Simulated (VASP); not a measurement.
**InP: single point with PBE**

**What was measured.**

A printed reference work, data compilation reports, for a bulk crystal of InP at 1.6 K: band gap 1.4236 eV (direct).

InP:

```
In P
1.0
     0.00000    2.95381    2.95381
     2.95381    0.00000    2.95381
     2.95381    2.95381    0.00000
In P
1 1
Direct
  0.00000 0.00000 0.00000
  0.25000 0.25000 0.25000
```

```
Program                : VASP 6.6.1
Task                   : single point
Functional             : PBE
Potentials or basis    : VASP PAW PBE potentials, release 64 (In_d, P)
Cutoff                 : 520 eV
k mesh                 : 6 × 6 × 6
Occupations            : gaussian, width 0.01 eV
Spin                   : no spin polarisation
Dipole correction      : no
Further INCAR settings : ALGO = Normal; EDIFF = 1e-06; NBANDS = 16
```

| Item | Value |
| --- | --- |
| Pressure | 1.6 GPa |
| Band gap on the k mesh | 0.58 eV, direct |

Levels at points of the mesh, in eV from the valence-band top:
```
           k point  band 7  band 8  band 9  band 10  band 11  band 12
(0.00, 0.00, 0.00)    0.00    0.00    0.00     0.58     4.09     4.09
(0.50, 0.00, 0.00)   -5.61   -0.94   -0.94     1.44     4.80     4.80
(0.50, 0.50, 0.00)   -5.65   -2.24   -2.24     1.80     2.27     9.07
```

Run time: 22 s on 1 thread of AMD EPYC 7571 (shared host), peak memory 0.14 GiB.

Measured gap of InP: 1.4236 eV (direct; 1.6 K; a printed reference work, data compilation). This calculation gives 0.58 eV (-0.84 eV). Spin-orbit coupling on In is left out. The value is that of PBE, without temperature or zero-point motion. Semilocal functionals fall short of measured gaps as a rule.

Caveat: spin-orbit coupling is left out, which moves the levels of the heavy elements.
